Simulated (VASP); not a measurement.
# SnSe2: band structure with PBEsol

The system is SnSe2.

```xyz
3
Lattice="3.8110 0.0000 0.0000 -1.9055 3.3004 0.0000 0.0000 0.0000 6.1360" Properties=species:S:1:pos:R:3 pbc="T T T"
Sn    0.0000    0.0000    0.0000
Se    1.9055    1.1001    4.6081
Se    0.0000    2.2003    1.5279
```

```yaml
Program: VASP 6.6.1
Task: band structure
Functional: PBEsol
Potentials_or_basis: VASP PAW PBE potentials, release 64 (Sn_d, Se)
Cutoff: 520 eV
k_mesh: 8 × 8 × 6
Occupations: gaussian, width 0.02 eV
Spin: no spin polarisation
Ladder: gaps
Further_INCAR_settings: ALGO = Fast; EDIFF = 1e-06; NBANDS = 20
```

- Band gap on the k mesh: 0.68 eV, indirect (least direct gap 1.00 eV)
- Band gap along the path: 0.65 eV, indirect (least direct gap 1.00 eV)

Levels at the corners of the path, in eV from the valence-band top:
```tsv
point	band 9	band 10	band 11	band 12	band 13	band 14	band 15	band 16	band 17	band 18
Γ	-0.75	-0.75	-0.44	-0.44	-0.04	0.95	2.79	4.53	4.53	7.99
M	-4.57	-2.98	-2.75	-1.27	-0.35	1.05	3.65	5.29	5.39	7.18
M	-4.57	-2.98	-2.75	-1.27	-0.35	1.05	3.65	5.29	5.39	7.18
K	-3.79	-3.79	-3.43	-1.59	-1.59	1.32	6.56	6.56	7.14	7.25
K	-3.79	-3.79	-3.43	-1.59	-1.59	1.32	6.56	6.56	7.14	7.25
Γ	-0.75	-0.75	-0.44	-0.44	-0.04	0.95	2.79	4.53	4.53	7.99
Γ	-0.75	-0.75	-0.44	-0.44	-0.04	0.95	2.79	4.53	4.53	7.99
A	-2.12	-0.84	-0.84	-0.28	-0.28	2.35	2.76	4.26	4.26	8.01
A	-2.12	-0.84	-0.84	-0.28	-0.28	2.35	2.76	4.26	4.26	8.01
L	-5.02	-2.58	-2.06	-0.90	-0.74	0.76	4.11	4.71	5.69	6.26
L	-5.02	-2.58	-2.06	-0.90	-0.74	0.76	4.11	4.71	5.69	6.26
H	-4.30	-4.30	-3.81	-0.42	-0.42	2.47	4.61	4.61	6.12	8.05
H	-4.30	-4.30	-3.81	-0.42	-0.42	2.47	4.61	4.61	6.12	8.05
A	-2.12	-0.84	-0.84	-0.28	-0.28	2.35	2.76	4.26	4.26	8.01
L	-5.02	-2.58	-2.06	-0.90	-0.74	0.76	4.11	4.71	5.69	6.26
M	-4.57	-2.98	-2.75	-1.27	-0.35	1.05	3.65	5.29	5.39	7.18
K	-3.79	-3.79	-3.43	-1.59	-1.59	1.32	6.56	6.56	7.14	7.25
H	-4.30	-4.30	-3.81	-0.42	-0.42	2.47	4.61	4.61	6.12	8.05
```

It took 63 s on 1 thread of AMD EPYC 9R45 96-Core Processor (Zen 5), on a shared host, peak memory 0.24 GiB.

Caveat: the log is that of the step along the path at fixed density, whose energy, stress, charges and moments have no meaning; spin-orbit coupling is left out, which moves the levels of the heavy elements.
